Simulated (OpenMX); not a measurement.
A run of OpenMX 3.8.5 is set up as follows.

Contents of Mo.dat:

```
System.CurrrentDirectory             ./
System.Name                          Mo
DATA.PATH                            ./DFT_DATA13
level.of.stdout                      1
level.of.fileout                     0
Species.Number                       1
<Definition.of.Atomic.Species
  Mo  Mo7.0-s3p2d2           Mo_CA13
Definition.of.Atomic.Species>

Atoms.Number                         1
Atoms.SpeciesAndCoordinates.Unit     FRAC
<Atoms.SpeciesAndCoordinates
    1  Mo    0.0000000000    0.0000000000    0.0000000000   7.000  7.000
Atoms.SpeciesAndCoordinates>

Atoms.UnitVectors.Unit               Ang
<Atoms.UnitVectors
    -1.5838089719    1.5838089719    1.5838089719
     1.5838089719   -1.5838089719    1.5838089719
     1.5838089719    1.5838089719   -1.5838089719
Atoms.UnitVectors>

scf.XcType                           LDA
scf.SpinPolarization                 off
scf.ElectronicTemperature            580.226
scf.energycutoff                     400.0
scf.maxIter                          100
scf.EigenvalueSolver                 band
scf.Kgrid                            13 13 13
scf.Mixing.Type                      rmm-diisk
scf.Init.Mixing.Weight               0.05
scf.Min.Mixing.Weight                0.001
scf.Max.Mixing.Weight                0.3
scf.Mixing.History                   25
scf.Mixing.StartPulay                8
scf.criterion                        1.0e-8
scf.stress.tensor                    on
MD.Type                              nomd
Band.dispersion                      on
Band.Nkpath                          6
<Band.kpath
   26   0.000000  0.000000  0.000000    0.500000 -0.500000  0.500000  G H
   18   0.500000 -0.500000  0.500000    0.000000  0.000000  0.500000  H N
   18   0.000000  0.000000  0.500000    0.000000  0.000000  0.000000  N G
   22   0.000000  0.000000  0.000000    0.250000  0.250000  0.250000  G P
   22   0.250000  0.250000  0.250000    0.500000 -0.500000  0.500000  P H
   13   0.250000  0.250000  0.250000    0.000000  0.000000  0.500000  P N
Band.kpath>
```

Potentials or basis: OpenMX 2013 LDA set, Mo7.0-s3p2d2, grid cutoff 400 Ry.

Run with:

```console
$ openmx Mo.dat -nt 1 > Mo.std
```

**Question.** What does it give for the pressure?

**Answer.** -10.0 GPa.

**Question.** Predict the band gap along the path.

**Answer.** None (metal or under the smearing width).

Levels at the corners of the path, in eV from the Fermi level:
```
point  band 4  band 5  band 6  band 7  band 8  band 9  band 10  band 11
    Γ  -34.66   -7.43   -1.55   -1.55   -1.55    1.42     1.42    36.82
    H  -35.54   -5.57   -5.57    3.72    3.72    3.72     9.34     9.34
    N  -34.70   -5.47   -3.55    1.41    1.43    2.05     4.46    11.24
    Γ  -34.66   -7.43   -1.55   -1.55   -1.55    1.42     1.42    36.82
    P  -35.38   -2.80   -2.80   -2.80    2.17    2.17    11.48    11.76
  H|P  -35.54   -5.57   -5.57    3.72    3.72    3.72     9.34     9.34
    N  -34.70   -5.47   -3.55    1.41    1.43    2.05     4.46    11.24
```

Caveat: the basis of atomic orbitals isn't converged, which shifts pressures, moduli and gaps.
